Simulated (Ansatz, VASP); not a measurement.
# BaZrO3: VASP beside Ansatz, part 2 of 2

Wanted: the spread between two codes on one cell, functional and k mesh. The structure shown is the end of the Ansatz relaxation below.

VASP 6.6.1 and Ansatz 0.2.0.

So far: The starting structure; Ansatz: relaxation, PBEsol; VASP: single point, PBEsol, pair 1; Comparison.

### 6. VASP: single point, PBEsol, pair 2

Level of this step: PBEsol; plane waves and PAW (Ba_sv, Zr_sv, O) (VASP).

The same cell, functional, mesh and smearing now go to VASP, with its own data sets.

File INCAR:

```
SYSTEM = BaZrO3
PREC = Accurate
ENCUT = 600
EDIFF = 1E-06
NELM = 120
ISMEAR = -1
SIGMA = 0.02
LREAL = .FALSE.
ALGO = Normal
GGA = PS
NBANDS = 26
LASPH = .TRUE.
LORBIT = 11
LWAVE = .FALSE.
LCHARG = .FALSE.
ISIF = 2
GGA_COMPAT = .FALSE.
EFERMI = MIDGAP
KPAR = 2
```

File POSCAR:

```
BaZrO3
1.0
    4.1892493307      0.0000000000      0.0000000000
    0.0000000000      4.1892493307      0.0000000000
    0.0000000000      0.0000000000      4.1388425100
Ba Zr O
1 1 3
Direct
    0.0000000000      0.0000000000      0.0000000000
    0.5000000000      0.5000000000      0.5000000000
    0.5000000000      0.5000000000      0.0000000000
    0.5000000000      0.0000000000      0.5000000000
    0.0000000000      0.5000000000      0.5000000000
```

File KPOINTS:

```
Automatic mesh
0
Gamma
7 7 7
0 0 0
```

The projector-augmented-wave data sets are Ba_sv, Zr_sv and O (PBE family, release 64).

Command:

```
mpirun -np 2 vasp_std
```

Numbers of over 12 decimals in the logs are rounded to 6 here.

The program printed:

```text
[banner, memory and clock lines left out]
running    2 mpi-ranks, on    1 nodes
[...]
[... a notice as in an earlier step ...]

 LDA part: xc-table for (Slater+PW92), standard interpolation
 POSCAR, INCAR and KPOINTS ok, starting setup
[...]
entering main loop
       N       E                     dE             d eps       ncg     rms          rms(c)
DAV:   1     0.339132578538E+03    0.33913E+03   -0.23977E+04  2080   0.169E+03
DAV:   2    -0.276718341291E+02   -0.36680E+03   -0.35783E+03  2572   0.389E+02
DAV:   3    -0.498709021002E+02   -0.22199E+02   -0.22134E+02  3276   0.922E+01
DAV:   4    -0.504487919846E+02   -0.57789E+00   -0.57724E+00  2928   0.123E+01
[...]
DAV:  12    -0.436168260349E+02   -0.11540E-04   -0.98599E-05  2894   0.718E-02    0.203E-02
DAV:  13    -0.436168292664E+02   -0.32316E-05   -0.79979E-06  2674   0.183E-02    0.347E-03
DAV:  14    -0.436168291256E+02    0.14086E-06   -0.68972E-07  1694   0.609E-03
   1 F= -.43616829E+02 E0= -.43616829E+02  d E =0.000000E+00
```

OUTCAR, selected parts (step 6):

```text
  Total        0.4745122      0.4745122      1.8862998      0.0000000      0.0000000      0.0000000
  in kB       10.4666247     10.4666247     41.6073428      0.0000000      0.0000000      0.0000000
  external PRESSURE =      20.8468641 kB  Pullay stress =       0.0000000 kB

 POSITION                                       TOTAL-FORCE (eV/Angst)
 -----------------------------------------------------------------------------------
      0.00000      0.00000      0.00000         0.000000      0.000000      0.000000
      2.09462      2.09462      2.06942         0.000000      0.000000      0.000000
      2.09462      2.09462      0.00000         0.000000      0.000000      0.000000
      2.09462      0.00000      2.06942         0.000000      0.000000      0.000000
      0.00000      2.09462      2.06942         0.000000      0.000000      0.000000
 -----------------------------------------------------------------------------------
    total drift:                                0.000000      0.000000      0.000000

  FREE ENERGIE OF THE ION-ELECTRON SYSTEM (eV)
  ---------------------------------------------------
  free  energy   TOTEN  =       -43.6168291256 eV

  energy  without entropy=      -43.6168291256  energy(sigma->0) =      -43.61682913

[... 1 part as in an earlier step ...]

[... 2 further parts left out ...]
[key lines of the parts left out:]
E-fermi :   5.2522
```

The run ends at a pressure of 2.08 GPa.

### 7. Comparison

Compared:

```csv
quantity,Ansatz,VASP,difference
pressure (GPa),1.01,2.08,-1.07
gap on the k mesh (eV),3.214,3.154,+0.060
```

A gap on the mesh is an upper bound, since the band edges may lie between its points.

### 8. Ansatz: relaxation, PBEsol

This run makes the geometry at which the two programs are then compared. The cell compared in this pair holds 71.79 Å³, against 72.64 Å³ for the pair before.

The structure compared here is the end of the Ansatz relaxation.

File input.yaml:

```yaml
crystal:
  lattice:
    - [4.2120038675, 0.0, 0.0]
    - [0.0, 4.2120038675, 0.0]
    - [0.0, 0.0, 4.05522953]
  atoms:
    - { symbol: Ba, position: [0.0, 0.0, 0.0] }
    - { symbol: Zr, position: [0.5, 0.5, 0.5] }
    - { symbol: O, position: [0.5, 0.5, 0.0] }
    - { symbol: O, position: [0.5, 0.0, 0.5] }
    - { symbol: O, position: [0.0, 0.5, 0.5] }
kpoints:
  mp_grid: { grid: [7, 7, 7] }
scf:
  occupations: { method: fermi_dirac, width: 0.02 }
hamiltonian:
  xc: pbesol
  pseudopotentials: { kind: paw, azcp: { folder: soft_1 }, xc_functional: pbe }
basis:
  ecutwfc: 600
output:
  forces: true
  stress: true
relax:
  f_tol: 0.005
  max_steps: 70
  cell: { stress_tol: 0.02, p_target: 0, fix: [c, alpha, beta, gamma] }
```

Command:

```
ansatz run input.yaml --threads 4 --pin off --max-ram 10240MiB --backend cpu --events-out ev --progress --plain --runs-dir out
```

The program printed:

```text
[...]
Crystal: 5 atoms, lattice volume = 71.944 Å³
Basis set: ecut = 600 eV, 2421 PW (Γ), exchange–correlation on 72×72×72 points (8 copies of the dense FFT grid, shifted against one another)
Bands: 25, of which v1, the nominal top of the filled ones, is band 20 counted from 1 (19 counted from 0)
Symmetry: 16 space group operations
[...]
k-points: 40 of 343
[...]
--- Relaxed structure (3 steps of the walk, 3 accepted, 1 SCFs on fresh bases) ---
[...]
cell:  # Å, volume = 71.7885 Å³
    - [4.207458, 0.0, 0.0]
    - [0.0, 4.207458, 0.0]
    - [0.0, 0.0, 4.05522953]
  atoms:
    - { symbol: Ba, position: [0, 0, 0.0] }
    - { symbol: Zr, position: [0.5, 0.5, 0.500000] }
    - { symbol: O, position: [0.5, 0.5, 0.0] }
    - { symbol: O, position: [0.5, 0, 0.500000] }
    - { symbol: O, position: [0, 0.5, 0.500000] }
[key lines of the parts left out:]
SCF converged after 5 iterations
Free energy (F): -11683.121773 eV
Fermi energy:    11.546780 eV
P = ⅓ Tr σ = 3.3708 GPa (33.708 kbar)
```

### 9. VASP: single point, PBEsol, pair 3

The same cell, functional, mesh and smearing now go to VASP, with its own data sets.

INCAR is that of step 6.

POSCAR, as its differences from that of step 6:

```diff
@@ -2,5 +2,5 @@
 1.0
-    4.1892493307      0.0000000000      0.0000000000
-    0.0000000000      4.1892493307      0.0000000000
-    0.0000000000      0.0000000000      4.1388425100
+    4.2074581426      0.0000000000      0.0000000000
+    0.0000000000      4.2074581426      0.0000000000
+    0.0000000000      0.0000000000      4.0552295300
 Ba Zr O
```

KPOINTS is that of step 6.

Command:

```
mpirun -np 2 vasp_std
```

The program printed:

```text
[... set-up lines as in an earlier step ...]
 entering main loop
       N       E                     dE             d eps       ncg     rms          rms(c)
DAV:   1     0.345098996523E+03    0.34510E+03   -0.24047E+04  2080   0.170E+03
DAV:   2    -0.271037496012E+02   -0.37220E+03   -0.36369E+03  2556   0.392E+02
DAV:   3    -0.497339244841E+02   -0.22630E+02   -0.22567E+02  3230   0.929E+01
DAV:   4    -0.503597610404E+02   -0.62584E+00   -0.62524E+00  2948   0.126E+01
[...]
DAV:  12    -0.435488413079E+02   -0.93878E-05   -0.86782E-05  2888   0.697E-02    0.194E-02
DAV:  13    -0.435488445507E+02   -0.32428E-05   -0.93522E-06  2444   0.190E-02    0.315E-03
DAV:  14    -0.435488444020E+02    0.14874E-06   -0.50618E-07  1600   0.530E-03
   1 F= -.43548844E+02 E0= -.43548844E+02  d E =0.000000E+00
```

From OUTCAR (step 9):

```text
  Total        0.4733391      0.4733391      5.1110256      0.0000000      0.0000000      0.0000000
  in kB       10.5639874     10.5639874    114.0679381      0.0000000      0.0000000      0.0000000
  external PRESSURE =      45.0653043 kB  Pullay stress =       0.0000000 kB

 POSITION                                       TOTAL-FORCE (eV/Angst)
 -----------------------------------------------------------------------------------
      0.00000      0.00000      0.00000         0.000000      0.000000      0.000000
      2.10373      2.10373      2.02761         0.000000      0.000000      0.000000
      2.10373      2.10373      0.00000         0.000000      0.000000      0.000000
      2.10373      0.00000      2.02761         0.000000      0.000000      0.000000
      0.00000      2.10373      2.02761         0.000000      0.000000      0.000000
 -----------------------------------------------------------------------------------
    total drift:                                0.000000      0.000000      0.000000

  FREE ENERGIE OF THE ION-ELECTRON SYSTEM (eV)
  ---------------------------------------------------
  free  energy   TOTEN  =       -43.5488444020 eV

  energy  without entropy=      -43.5488444020  energy(sigma->0) =      -43.54884440

[... 1 part as in an earlier step ...]

[... 2 further parts left out ...]
[key lines of the parts left out:]
E-fermi :   5.3139
```

The run ends at a pressure of 4.51 GPa.

### 10. Side by side

Compared:

```csv
quantity,Ansatz,VASP,difference
pressure (GPa),3.37,4.51,-1.14
gap on the k mesh (eV),3.156,3.095,+0.062
```

A gap on the mesh is an upper bound, since the band edges may lie between its points.

### 11. Results

```yaml
difference_in_pressure_single_point_pbesol_pair_1: -1.1 GPa
difference_in_gap_on_the_k_mesh_single_point_pbesol_pair_1: 0.061 eV
difference_in_pressure_single_point_pbesol_pair_2: -1.1 GPa
difference_in_gap_on_the_k_mesh_single_point_pbesol_pair_2: 0.060 eV
difference_in_pressure_single_point_pbesol_pair_3: -1.1 GPa
difference_in_gap_on_the_k_mesh_single_point_pbesol_pair_3: 0.062 eV
```

What this shows: The difference in pressure is -1.1 GPa (single point, PBEsol, pair 3), beyond the 1 GPa picked in this series as the mark of a large difference. What causes the difference of the single point, PBEsol, pair 1 pair stays open here. What causes the difference of the single point, PBEsol, pair 2 pair stays open here. What causes the difference of the single point, PBEsol, pair 3 pair stays open here. 3 further runs of this series are not shown here. How closely two codes agree says nothing of how well the functional describes the real material.

[Lines on the potential files, build, host, timing and source positions are cut from VASP's logs without a mark.]

[Logs are printed without paths, hosts, clocks, repeated set-up lines and the standing remarks that a program may print on its own settings, such as how far it seeks lower states.]

[Hosts, paths, dates, database ids (printed as entryN), source tags and the programs' standing remarks are cut or masked in the printed files.]
